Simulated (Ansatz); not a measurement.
# MnS (P6_3mc) in Ansatz: further runs

Aim: see how the results for MnS move with the level of theory and the settings. Levels: PBE, LDA. Tasks: band structure.

All numbers are computed with Ansatz 0.2.0; they aren't measurements. Logs are shortened: lines on timing, memory, paths and dates and some standing lists are left out, and cuts for length are marked.

**1. The crystal as given**

The structure is hexagonal, space group P6_3mc (No. 186). The conventional cell has a = 3.954 Å, b = 3.954 Å, c = 6.343 Å, α = 90.00°, β = 90.00°, γ = 120.00°. Mn (site symmetry 3m) has 4 S at 2.36 to 2.42 Å as nearest neighbours. S (site symmetry 3m) is surrounded by 4 Mn at 2.36 to 2.42 Å.

The cell is a database's computed one.

**2. Band structure, PBE, collinear spin, ferromagnetic start**

Input file input.yaml:

```yaml
crystal:
  lattice:
    - [3.9535769233, 0.0, 0.0]
    - [-1.9767884617, 3.4238980514, 0.0]
    - [0.0, 0.0, 6.34252886]
  atoms:
    - { symbol: Mn, position: [0.6666666667, 0.3333333333, 0.49884467], spin: 4.0 }
    - { symbol: Mn, position: [0.3333333333, 0.6666666667, 0.99884467], spin: 4.0 }
    - { symbol: S, position: [0.3333333333, 0.6666666667, 0.6261543] }
    - { symbol: S, position: [0.6666666667, 0.3333333333, 0.1261543] }
hamiltonian:
  xc: pbe
  pseudopotentials: { kind: paw }
magnetization:
  spin_polarized: true
kpoints:
  mp_grid: { grid: [8, 8, 4] }
  band_path:
    path:
      - [[0.0, 0.0, 0.0], [0.5, 0.0, 0.0], [0.3333333333, 0.3333333333, 0.0], [0.0, 0.0, 0.0], [0.0, 0.0, 0.5], [0.5, 0.0, 0.5], [0.3333333333, 0.3333333333, 0.5], [0.0, 0.0, 0.5]]
      - [[0.5, 0.0, 0.5], [0.5, 0.0, 0.0]]
      - [[0.3333333333, 0.3333333333, 0.0], [0.3333333333, 0.3333333333, 0.5]]
    npoints: 14
scf:
  occupations: { method: fermi_dirac, width: 0.05 }
  n_extra_bands: 10
output:
  forces: true
  stress: true
  eigenvalues: true
  fatbands: false
```

Potentials or basis: Ansatz PAW.

Started as:

```bash
$ ansatz run input.yaml --threads 2 --pin off --max-ram 5632MiB --backend cpu --events-out ev --progress --plain --runs-dir out
```

The program printed:

```text
Warning: RAYON_NUM_THREADS=2 ignored (pool sized by the plan → 2); use --threads N
scf.n_extra_bands = 10 over 21 filled bands (N_el = 42.0): the run solves 31 bands
Engine: ansatz 0.2.0, x86_64-unknown-linux-gnu
Pseudopotentials: kind: paw
Pseudopotential: Mn, paw, valence charge 15, recommended cutoff 420 eV (normal), Mn.paw.azcp
Pseudopotential: S, paw, valence charge 6, recommended cutoff 420 eV (normal), S.paw.azcp
Functional definition: PBE
  parameter kappa = 0.804
  parameter beta = 0.06672455060314922
  exchange = pbe_x(kappa = kappa, mu = beta*pi^2/3)
  correlation = pbe_c(beta = beta)
Crystal: 4 atoms, lattice volume = 85.857 Å³
Basis set: ecut = 420 eV, 1725 PW (Γ), exchange–correlation on 54×54×90 points (8 copies of the dense FFT grid, shifted against one another)
Bands: 31, of which v1, the nominal top of the filled ones, is band 21 counted from 1 (20 counted from 0)
Symmetry: 12 space group operations
Space group: P63mc (ITA 186), of the structure as read, at distance tolerance 4.4e-5 Å
Magnetic group: BNS 186.203 (UNI 1433), of the structure as read, at distance tolerance 4.4e-5 Å
k-points: 30 of 256 (time reversal used)
Non-local potential: Mn, projectors of the file, l = 0: 3, l = 1: 2, l = 2: 3, l = 3: 1
Non-local potential: S, projectors of the file, l = 0: 2, l = 1: 2, l = 2: 2
PAW form: soft (Blöchl's): semilocal exchange-correlation on the pseudo side does not see the compensation charge
PAW one-centre angular grid: Mn, 590 points (default); XC on 64 Gauss nodes
PAW one-centre angular grid: S, 110 points (default); XC on 64 Gauss nodes
Initial density: superposition of atomic densities (chi_scale 0.1, normalization cell, long waves kept (reshape's long-wave potential 0.00 eV rms))
Starting moments: Σ|m| = 8 μB on 2 of 4 sites
Initial wavefunctions: pseudopotential atomic-orbital guess
Functional: x = pbe(κ = 0.804, μ = 0.2195149727645171), c = pbe(β = 0.06672455060314922)
SCF iter   1: F=—  HF=-9603.554708 eV  |F-HF|=—  |Δ(HF+E_count)|=         —  Δρ=8.22e-2 (↑8.22e-2 ↓2.18e-2)  dr2=4.15e0  dr2_m=1.79e0  M=9.765 μB ∫|m|=9.765 μB  β_m=0.30  ethr=3.10e-3  ⟨swp⟩=5.5  Hψ=7313  notcnv=0
Mixer restart at iter 1: flushing history
preconditioner: auto → Kerker (q_TF=auto, 2.422 Å⁻¹)  [metal: Δε(μ)=0.056 eV  Ē_g=8.199 eV  σ=0.050 eV  W_gap=0.26  n_scr=22 (ndim 8)  ℏωp=20.4 eV  f_vac=0.002  D(μ)=2.00/eV (n_scr^D=10)]
spin=Collinear: Kerker preconditioning applied to the charge; magnetization (m = ρ↑ − ρ↓) channel mixes plain (no charge-response kernel on spin).
SCF iter   2: F=—  HF=-9603.551315 eV  |F-HF|=—  |Δ(HF+E_count)|=   3.39e-3  Δρ=4.53e-2 (↑4.53e-2 ↓1.87e-2)  dr2=1.38e0  dr2_m=6.71e-1  M=9.800 μB ∫|m|=9.800 μB  β_m=0.48  ethr=3.10e-3  ⟨swp⟩=3.0  Hψ=3841  notcnv=0  defer=136
SCF iter   3: F=—  HF=-9603.686001 eV  |F-HF|=—  |Δ(HF+E_count)|=   1.35e-1  Δρ=9.50e-3 (↑9.50e-3 ↓6.86e-3)  dr2=2.40e-1  dr2_m=2.17e-2  M=9.819 μB ∫|m|=9.819 μB  β_m=0.60  ethr=3.10e-3  ⟨swp⟩=2.7  Hψ=2930  notcnv=0  defer=136
SCF iter   4: F=—  HF=-9603.665259 eV  |F-HF|=—  |Δ(HF+E_count)|=         —  Δρ=4.37e-3 (↑4.37e-3 ↓2.84e-3)  dr2=4.57e-2  dr2_m=2.62e-3  M=9.845 μB ∫|m|=9.845 μB  β_m=0.60  ethr=5.70e-4  ⟨swp⟩=2.6  Hψ=3084  notcnv=0  defer=135
Mixer restart at iter 4: flushing history
SCF iter   5: F=—  HF=-9603.669051 eV  |F-HF|=—  |Δ(HF+E_count)|=   3.79e-3  Δρ=1.93e-3 (↑1.93e-3 ↓1.85e-3)  dr2=2.18e-2  dr2_m=1.62e-4  M=9.851 μB ∫|m|=9.851 μB  β_m=0.80  ethr=1.09e-4  ⟨swp⟩=2.2  Hψ=2466  notcnv=0  defer=135
SCF iter   6: F=—  HF=-9603.676168 eV  |F-HF|=—  |Δ(HF+E_count)|=   7.12e-3  Δρ=1.65e-3 (↑1.65e-3 ↓8.31e-4)  dr2=4.38e-3  dr2_m=2.40e-4  M=9.852 μB ∫|m|=9.852 μB  β_m=0.74  ethr=5.20e-5  ⟨swp⟩=2.0  Hψ=2878  notcnv=0  defer=135
SCF iter   7: F=—  HF=-9603.677704 eV  |F-HF|=—  |Δ(HF+E_count)|=   1.54e-3  Δρ=7.02e-4 (↑7.02e-4 ↓3.11e-4)  dr2=5.53e-4  dr2_m=6.76e-5  M=9.857 μB ∫|m|=9.857 μB  β_m=0.87  ethr=1.04e-5  ⟨swp⟩=2.0  Hψ=3460  notcnv=0  defer=135
SCF iter   8: F=—  HF=-9603.678494 eV  |F-HF|=—  |Δ(HF+E_count)|=   7.90e-4  Δρ=1.53e-4 (↑1.15e-4 ↓1.53e-4)  dr2=8.81e-5  dr2_m=7.27e-7  M=9.855 μB ∫|m|=9.855 μB  β_m=0.93  ethr=1.32e-6  ⟨swp⟩=2.0  Hψ=2881  notcnv=0  defer=135
SCF iter   9: F=—  HF=-9603.678628 eV  |F-HF|=—  |Δ(HF+E_count)|=   1.34e-4  Δρ=4.84e-5 (↑4.84e-5 ↓4.83e-5)  dr2=8.96e-6  dr2_m=3.76e-8  M=9.854 μB ∫|m|=9.854 μB  β_m=0.97  ethr=2.10e-7  ⟨swp⟩=2.0  Hψ=2623  notcnv=0  defer=134
SCF iter  10: F=—  HF=-9603.678642 eV  |F-HF|=—  |Δ(HF+E_count)|=   1.40e-5  Δρ=2.04e-5 (↑1.21e-5 ↓2.04e-5)  dr2=1.23e-6  dr2_m=4.61e-8  M=9.855 μB ∫|m|=9.855 μB  β_m=0.98  ethr=2.13e-8  ⟨swp⟩=2.0  Hψ=2580  notcnv=0  defer=134
SCF iter  11: F=—  HF=-9603.678643 eV  |F-HF|=—  |Δ(HF+E_count)|=   9.34e-7  Δρ=5.49e-6 (↑4.64e-6 ↓5.49e-6)  dr2=5.51e-8  dr2_m=1.10e-8  M=9.855 μB ∫|m|=9.855 μB  β_m=0.99  ethr=2.92e-9  ⟨swp⟩=2.0  Hψ=2627  notcnv=0  defer=134
SCF iter  12: F=-9603.678643 eV  HF=-9603.678643 eV  |F-HF|=8.37e-9  |Δ(HF+E_count)|=   1.19e-7  Δρ=4.07e-6 (↑1.40e-6 ↓4.07e-6)  dr2=2.45e-8  dr2_m=3.07e-9  M=9.855 μB ∫|m|=9.855 μB  ethr=1.31e-10  ⟨swp⟩=7.3  Hψ=7809  notcnv=0
SCF 1 converged in 12 iterations: F = -9603.678643 eV  dr2 = 2.45e-8
WARN: an SCF from antiferromagnetic starting moments (-4.32, 4.32, 0.00, 0.00 Bohr magnetons, atom by atom) was not made, by what the run has read of turns of its moments that order reads lower: the deck asks for what bars it, or types moments that do (magnetization.spin_polarized, in the input reference, names some of the keys), or the run goes by scf.lower_state_search: light, the default, which as a rule tries one only behind a close that has lost an order of both signs, or on which an open d or half-filled 4f shell of a PAW file has lost a moment that was set nearer to Hund's than to what is left; or, under a Hubbard U, one that names an f shell that the input leaves bare beside given moments, or a larger moment for a shell of low spin that is given one. standard, with a start from the atoms, tries one behind each close (in a relaxation, ahead of its steps or at their end). To set out from that order, type those moments (crystal.atoms[].spin; where shells were raised to Hund's moment, beside crystal.symmetry.detect: false) under scf.lower_state_search: light. The bands of the close that named these starting moments, or of the one ahead of a search that led to it (under cold or Methfessel-Paxton smearing those of the Gaussian ahead of it) read a cost of -521.57 meV for the turn to them, carried on from a small turn (-521.57 by the pairs of d shells alone)
NSCF: frozen V_eff on 129 k-points
SCF converged after 12 iterations
Magnetization: 9.8549 μB (25.9274 up, 16.0726 down)
Absolute magnetization: 9.8549 μB (∫|ρ↑−ρ↓|, with the PAW one-centre terms)
Spin contamination: 0.0308 ħ² per cell (⟨S²⟩ above its minimum at these occupations)
Per-site moments (μB) at R_I (Å): [(4.10180796815975, 0.9750672638722446), (4.10180796815975, 0.9750672638722446), (0.12854625259649854, 0.9750672638722446), (0.12854625259649902, 0.9750672638722446)]
Free energy (F): -9603.678643 eV
Harris-Foulkes:  -9603.678643 eV  (|F-HF|=8.37e-9)
Internal energy: -9603.667281 eV  (E = F + TS)
E sigma→0 (E₀):  -9603.672962 eV
Entropy (-TS):   -0.011362 eV (-2.841 meV/atom)
Fermi energy:    7.812503 eV
--- Per-component energies (eV) ---
  E_band       = -702.464659
  E_kinetic    = 812.625128
  E_local      = -5563.221458  (includes V_loc(G=0)·N_el)
  E_nonlocal   = 559.723093
  E_hartree    = 2286.009960
  E_xc         = -416.651305
  E_vxc        = -459.149072  (∫ρ·V_xc dr)
  E_paw        = -3812.671825  (= ΣΔE_a)
  E_vpaw       = -624.453132  (= ΣTr[D̂ρ^β])
  E_aug_tail   = -0.000016  (compensation charges beyond the density's cutoff)
  E_ewald      = -3469.480858
  E_smearing   = -0.011362  (= −TS)
  E_closure    = -0.000000  (closes the sum)
  Σ components = -9603.678643   (vs F -9603.678643, Δ=0.00e0)
--- Forces (eV/Å), atoms counted from 1 ---
  atom   1  Mn     0.00000000    -0.00000000     0.28598842
  atom   2  Mn     0.00000000     0.00000000     0.28598842
  atom   3  S     -0.00000000     0.00000000    -0.28597721
  atom   4  S     -0.00000000    -0.00000000    -0.28597721
  max |Σ_I F_I| component: 2.24e-5 eV/Å
--- Stress (GPa, compression-positive) ---
        1.886682       0.000000       0.000000
        0.000000       1.886682       0.000000
        0.000000       0.000000       4.492292
  P = ⅓ Tr σ = 2.7552 GPa (27.552 kbar)
--- Band table (eV; the first three rows and the last of 60) ---
  k-point 0 ↑: bands = ["-74.1840", "-74.1838", "-42.9401", "-42.9401", "-42.9394", "-42.9394", "-42.9276", "-42.9236", "-6.2991", "-5.5406", "1.8622", "2.8283", "2.8697", "2.8697", "3.0438", "3.0438", "4.4548", "4.4548", "4.7318", "4.7318", "4.9132", "6.9592", "6.9592", "7.9978", "8.0629", "8.0629", "8.8835", "10.5071", "13.4563", "13.4563", "13.9657"]
  k-point 1 ↑: bands = ["-74.1839", "-74.1838", "-42.9400", "-42.9400", "-42.9395", "-42.9395", "-42.9270", "-42.9242", "-6.1984", "-5.6635", "1.9644", "2.6466", "2.8836", "2.8836", "3.0054", "3.0054", "4.5083", "4.5083", "4.7074", "4.7074", "5.2929", "7.1045", "7.1045", "7.2331", "7.8848", "7.8848", "9.7270", "10.5300", "13.5120", "13.5120", "13.5159"]
  k-point 2 ↑: bands = ["-74.1839", "-74.1839", "-42.9397", "-42.9397", "-42.9397", "-42.9397", "-42.9256", "-42.9256", "-5.9419", "-5.9419", "2.2672", "2.2672", "2.9325", "2.9325", "2.9325", "2.9325", "4.6218", "4.6218", "4.6218", "4.6218", "6.2008", "6.2008", "7.4786", "7.4786", "7.4786", "7.4786", "10.4577", "10.4577", "13.5236", "13.5236", "13.7978"]
  k-point 29 ↓: bands = ["-69.5133", "-69.5133", "-38.3578", "-38.3578", "-38.3561", "-38.3561", "-38.3521", "-38.3521", "-5.1445", "-5.1445", "2.8015", "2.8015", "3.6152", "3.6152", "4.5915", "4.5915", "8.1374", "8.1374", "8.6541", "8.6541", "9.0084", "9.0084", "9.1919", "9.1919", "9.6827", "9.6827", "13.3529", "13.3529", "14.3472", "14.3472", "15.1024"]
```

It took 9.6 s on 2 threads of Intel Xeon 6975P-C (Granite Rapids), shared host; peak memory 0.62 GiB.

What came out:

```
Free energy            : -9603.6786 eV
Pressure               : 2.8 GPa
Largest force          : 0.286 eV/Å
Band gap on the k mesh : none (metal or under the smearing width)
Net moment             : 9.85 μB per cell
Absolute moment        : 9.85 μB per cell
Site moments           : Mn +4.10; S +0.13 μB
```

Forces in eV/Å, atoms in the order of the input:
```
Mn   0.000  0.000  0.286
Mn   0.000  0.000  0.286
S    0.000  0.000 -0.286
S    0.000  0.000 -0.286
```

Stress tensor (GPa, compression positive):
```
1.89 0.00 0.00
0.00 1.89 0.00
0.00 0.00 4.49
```

Levels at the corners of the path, in eV from the Fermi level:
Spin up:
| point | band 23 | band 24 | band 25 | band 26 | band 27 | band 28 | band 29 | band 30 |
| --- | --- | --- | --- | --- | --- | --- | --- | --- |
| Γ | -0.85 | 0.19 | 0.25 | 0.25 | 1.07 | 2.69 | 5.64 | 5.64 |
| M | -2.41 | -2.29 | -1.19 | -0.75 | 3.44 | 3.63 | 4.33 | 6.13 |
| K | -2.42 | -1.76 | -1.76 | -1.69 | 3.55 | 5.37 | 5.37 | 6.39 |
| Γ | -0.85 | 0.19 | 0.25 | 0.25 | 1.07 | 2.69 | 5.64 | 5.64 |
| A | -0.33 | -0.33 | -0.33 | -0.33 | 2.65 | 2.65 | 5.71 | 5.71 |
| L | -1.50 | -1.50 | -1.37 | -1.37 | 3.04 | 3.04 | 5.06 | 5.06 |
| H | -2.36 | -2.36 | -1.27 | -1.27 | 4.33 | 4.33 | 5.20 | 5.20 |
| A | -0.33 | -0.33 | -0.33 | -0.33 | 2.65 | 2.65 | 5.71 | 5.71 |
| L | -1.50 | -1.50 | -1.37 | -1.37 | 3.04 | 3.04 | 5.06 | 5.06 |
| M | -2.41 | -2.29 | -1.19 | -0.75 | 3.44 | 3.63 | 4.33 | 6.13 |
| K | -2.42 | -1.76 | -1.76 | -1.69 | 3.55 | 5.37 | 5.37 | 6.39 |
| H | -2.36 | -2.36 | -1.27 | -1.27 | 4.33 | 4.33 | 5.20 | 5.20 |
Spin down:
| point | band 14 | band 15 | band 16 | band 17 | band 18 | band 19 |
| --- | --- | --- | --- | --- | --- | --- |
| Γ | -3.39 | -3.38 | -3.38 | 0.50 | 0.50 | 0.80 |
| M | -3.57 | -3.49 | -3.35 | 0.05 | 0.24 | 0.71 |
| K | -4.04 | -3.82 | -3.82 | 0.14 | 0.29 | 0.29 |
| Γ | -3.39 | -3.38 | -3.38 | 0.50 | 0.50 | 0.80 |
| A | -3.40 | -3.40 | -3.40 | 0.82 | 0.82 | 0.82 |
| L | -3.52 | -3.42 | -3.42 | 0.54 | 0.54 | 0.89 |
| H | -4.32 | -3.21 | -3.21 | 0.29 | 0.29 | 0.85 |
| A | -3.40 | -3.40 | -3.40 | 0.82 | 0.82 | 0.82 |
| L | -3.52 | -3.42 | -3.42 | 0.54 | 0.54 | 0.89 |
| M | -3.57 | -3.49 | -3.35 | 0.05 | 0.24 | 0.71 |
| K | -4.04 | -3.82 | -3.82 | 0.14 | 0.29 | 0.29 |
| H | -4.32 | -3.21 | -3.21 | 0.29 | 0.29 | 0.85 |

Caveat: the magnetic or orbital state may not be the lowest; semilocal functionals often make such compounds metallic where correlation or magnetic order opens a gap, which also shifts bond lengths; only a ferromagnetic start was run, and an antiferromagnetic order may lie lower in energy.

**3. Band structure, LDA, collinear spin, ferromagnetic start**

Edit input.yaml of step 2 so:

```diff
@@ -11,3 +11,3 @@
 hamiltonian:
-  xc: pbe
+  xc: lda
   pseudopotentials: { kind: paw }
@@ -30,2 +30,2 @@
   eigenvalues: true
-  fatbands: false
+  fatbands: true
```

Potentials or basis: Ansatz PAW.

Started as:

```bash
$ ansatz run input.yaml --threads 2 --pin off --max-ram 5632MiB --backend cpu --events-out ev --progress --plain --runs-dir out
```

It took 21 s on 2 threads of Intel Xeon Platinum 8488C (Sapphire Rapids), shared host; peak memory 0.67 GiB.

The run converged. Its results:

| Quantity | Value |
| --- | --- |
| Free energy | -9422.0323 eV |
| Pressure | -4.0 GPa |
| Largest force | 0.248 eV/Å |
| Band gap on the k mesh | none (metal or under the smearing width) |
| Net moment | 9.61 μB per cell |
| Absolute moment | 9.61 μB per cell |
| Site moments | Mn +3.99; S +0.13 μB |

Forces on the atoms (eV/Å):
```
Mn   0.000  0.000  0.248
Mn   0.000  0.000  0.248
S    0.000  0.000 -0.248
S    0.000  0.000 -0.248
```

Stress tensor (GPa, compression positive):
```
-4.77  0.00  0.00
 0.00 -4.77  0.00
 0.00  0.00 -2.48
```

Levels at the corners of the path, in eV from the Fermi level:
Spin up:
| point | band 24 | band 25 | band 26 | band 27 | band 28 | band 29 |
| --- | --- | --- | --- | --- | --- | --- |
| Γ | 0.42 | 0.49 | 0.49 | 1.12 | 2.78 | 5.76 |
| M | -2.04 | -0.94 | -0.52 | 3.53 | 3.71 | 4.45 |
| K | -1.50 | -1.50 | -1.46 | 3.65 | 5.49 | 5.49 |
| Γ | 0.42 | 0.49 | 0.49 | 1.12 | 2.78 | 5.76 |
| A | -0.10 | -0.10 | -0.10 | 2.70 | 2.70 | 5.80 |
| L | -1.26 | -1.13 | -1.13 | 3.12 | 3.12 | 5.17 |
| H | -2.10 | -1.03 | -1.03 | 4.44 | 4.44 | 5.29 |
| A | -0.10 | -0.10 | -0.10 | 2.70 | 2.70 | 5.80 |
| L | -1.26 | -1.13 | -1.13 | 3.12 | 3.12 | 5.17 |
| M | -2.04 | -0.94 | -0.52 | 3.53 | 3.71 | 4.45 |
| K | -1.50 | -1.50 | -1.46 | 3.65 | 5.49 | 5.49 |
| H | -2.10 | -1.03 | -1.03 | 4.44 | 4.44 | 5.29 |
Spin down:
```csv
point,band 12,band 13,band 14,band 15,band 16,band 17,band 18,band 19,band 20,band 21
Γ,-3.25,-3.23,-3.23,-3.20,-3.20,0.39,0.39,0.72,0.89,0.89
M,-4.59,-4.00,-3.38,-3.29,-3.17,-0.03,0.15,0.63,0.80,0.86
K,-4.23,-4.23,-3.87,-3.64,-3.64,0.07,0.22,0.22,0.42,1.05
Γ,-3.25,-3.23,-3.23,-3.20,-3.20,0.39,0.39,0.72,0.89,0.89
A,-4.37,-3.23,-3.23,-3.23,-3.23,0.71,0.71,0.71,0.71,1.74
L,-5.16,-3.33,-3.33,-3.24,-3.24,0.45,0.45,0.79,0.79,0.89
H,-4.81,-4.16,-4.16,-3.01,-3.01,0.21,0.21,0.75,0.75,1.14
A,-4.37,-3.23,-3.23,-3.23,-3.23,0.71,0.71,0.71,0.71,1.74
L,-5.16,-3.33,-3.33,-3.24,-3.24,0.45,0.45,0.79,0.79,0.89
M,-4.59,-4.00,-3.38,-3.29,-3.17,-0.03,0.15,0.63,0.80,0.86
K,-4.23,-4.23,-3.87,-3.64,-3.64,0.07,0.22,0.22,0.42,1.05
H,-4.81,-4.16,-4.16,-3.01,-3.01,0.21,0.21,0.75,0.75,1.14
```

Caveat: the magnetic or orbital state may not be the lowest; semilocal functionals often make such compounds metallic where correlation or magnetic order opens a gap, which also shifts bond lengths; only a ferromagnetic start was run, and an antiferromagnetic order may lie lower in energy; the PAW data sets come from PBE, with cores solved anew for the run's functional, which leaves a small shift of forces and pressure. With open d or f shells a metallic result of LDA can be an artefact of self-interaction; +U or a hybrid may open a gap.
